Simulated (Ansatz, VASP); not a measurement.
## One calculation of Bi, two programs

```
Bi
1.0
     3.23838    0.00000    0.00000
     0.00000    3.22164    0.00000
    -0.08045    0.00000    6.44389
Bi
2
Direct
  0.45575 0.00000 0.25042
  0.54425 0.00000 0.74958
```

This isn't the form of Bi at room conditions, which is rhombohedral.

Alike in both runs: task single point; functional PBE; k mesh 6 × 6 × 4; occupations gaussian, width 0.1 eV; no spin polarisation.

```csv
,VASP,Ansatz
version,VASP 6.6.1,Ansatz 0.2.0
potentials or method,"VASP PAW PBE potentials, release 64 (Bi_d)","scalar-relativistic, plane waves, PAW"
plane-wave cutoff (eV),520,420
valence electrons in the cell,30,30
```

|  | VASP | Ansatz | Ansatz less VASP |
| --- | --- | --- | --- |
| gap on the k mesh at the Fermi level (eV) | none | none | - |
| pressure (GPa) | 2.3 | 2.4 | +0.07 |
| largest component of the traceless stress (GPa) | 3.89 | 3.89 | +0.001 |
| rms of the force components (eV/Å) | 0.020 | 0.020 | -0.0004 |

Atom by atom the forces differ by 0.000 eV/Å (rms over components). A gap of «none» marks a metal or a gap that the smearing closes. With one functional, cell and mesh, what is left measures potentials, basis and numerics.

Caveats: spin-orbit coupling is left out, which moves the levels of the heavy elements.
